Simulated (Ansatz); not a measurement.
**Ga2O3: the band gap up the ladder of functionals**

One table from this session's results is given with a row withheld; the runs are named, their logs left out.

The runs shown are made with Ansatz 0.2.0. PAW datasets, plane waves. The values are computed, spin-unpolarised, and not measurements.

## The system as given

The cell was relaxed beforehand with r2SCAN.

The symmetry is R-3c (No. 167, trigonal); conventional cell a = 4.985 Å, c = 13.442 Å, 9.64 Å³ an atom. Ga has 6 O at 1.93–2.07 Å; O has 4 Ga at 1.93–2.07 Å.

Structure file:

```xyz
10
Lattice="2.4923 1.4389 4.4806 -2.4923 1.4389 4.4806 0.0000 -2.8778 4.4806" Properties=species:S:1:pos:R:3 pbc="T T T"
Ga    0.0000    0.0000    4.7774
Ga    0.0000    0.0000    1.9436
Ga    0.0000    0.0000    8.6646
Ga    0.0000    0.0000   11.4983
O    -0.9788    1.4389    7.8411
O    -0.7567   -1.5672    7.8411
O     1.7356    0.1283    7.8411
O     0.9788   -1.4389    5.6008
O     0.7567    1.5672    5.6008
O    -1.7356   -0.1283    5.6008
```

Set-up of the first run:

input.yaml reads:

```yaml
crystal:
  lattice:
    - [2.4922618274, 1.4389080369, 4.4806422531]
    - [-2.4922618274, 1.4389080369, 4.4806422531]
    - [0.0, -2.8778160739, 4.4806422531]
  atoms:
    - { symbol: Ga, position: [0.3554069775, 0.3554069775, 0.3554069775] }
    - { symbol: Ga, position: [0.1445930225, 0.1445930225, 0.1445930225] }
    - { symbol: Ga, position: [0.6445930225, 0.6445930225, 0.6445930225] }
    - { symbol: Ga, position: [0.8554069775, 0.8554069775, 0.8554069775] }
    - { symbol: O, position: [0.5536227358, 0.9463772642, 0.25] }
    - { symbol: O, position: [0.25, 0.5536227358, 0.9463772642] }
    - { symbol: O, position: [0.9463772642, 0.25, 0.5536227358] }
    - { symbol: O, position: [0.4463772642, 0.0536227358, 0.75] }
    - { symbol: O, position: [0.75, 0.4463772642, 0.0536227358] }
    - { symbol: O, position: [0.0536227358, 0.75, 0.4463772642] }
kpoints:
  mp_grid: { grid: [6, 6, 6] }
  band_path:
    path:
      - [[0.0, 0.0, 0.0], [0.5, 0.5, 0.5], [0.7645799178587, 0.2354200821413, 0.5]]
      - [[0.5, -0.2354200821413, 0.2354200821413], [0.5, -5.871280594469e-17, 4.376072030747e-17], [0.0, 0.0, 0.0], [0.3677100410707, -0.3677100410707, 5.230065045501e-19]]
      - [[0.6322899589293, 1.959626054777e-17, 0.3677100410707], [0.5, 6.95621966535e-17, 0.5], [0.0, 0.0, 0.0]]
    npoints: 10
hamiltonian:
  xc: pbe
scf:
  occupations: { method: fermi_dirac, width: 0.02 }
  n_extra_bands: 6
output:
  forces: true
  stress: true
  eigenvalues: true
  write_density: true
  write_potential: true
  elf: true
  volumetric_format: npy
```

Command:

```bash
> ansatz run input.yaml --threads 4 --pin off --max-ram 9216MiB --backend cpu --events-out ev --progress --plain --runs-dir out
```

Steps of the session up to this table: Band structure with PBE; r2SCAN at the same geometry; HSE06; PBE+SOC at the same geometry; PBE0 at the same geometry; Single point with LDA; G0W0 on PBE; One-shot GW from PBE; DDH-PBE0; r2SCANh.

One of the session's tables, all rows but one given; the rest of the session is left out.

| level | gap (eV) |
| --- | --- |
| PBE | 2.85 |
| r2SCAN | 3.55 |
| HSE06 | ? |
| PBE+SOC | 2.85 |
| PBE0 | 5.34 |
| LDA | 2.78 |
| G0W0@PBE (287 empty bands) | 4.55 |
| G0W0@PBE (528 empty bands) | 4.61 |
| DDH-PBE0 | 5.14 |
| r2SCANh | 4.45 |

Q: Estimate the row for HSE06 from the others.

The run gave: gap (eV): 4.62. In the column «gap (eV)» it lies between G0W0@PBE (528 empty bands) (4.61) and DDH-PBE0 (5.14).

Meshes: PBE 6×6×6, r2SCAN 6×6×6, HSE06 4×4×4, PBE+SOC 6×6×6, PBE0 4×4×4, LDA 6×6×6, DDH-PBE0 4×4×4, r2SCANh 4×4×4

In words: The gap runs from 2.78 eV (LDA) to 5.34 eV (PBE0). Against G0W0@PBE, PBE is short by 1.76 eV, at 62 % of it, and r2SCAN 77 %. PBE0 lies 0.72 eV above HSE06, which differs from it by screening the long-range exchange. Spin-orbit coupling changes the PBE gap by +0.00 eV, which is little. The G0W0 figures hold for the stated bands, cutoff and mesh and aren't extrapolated. All values are for fixed nuclei; lattice motion, which mostly narrows measured gaps, is not included.

Limits of these values: Warnings in the runs' records: stress exchange threshold loose, stress scf threshold loose.
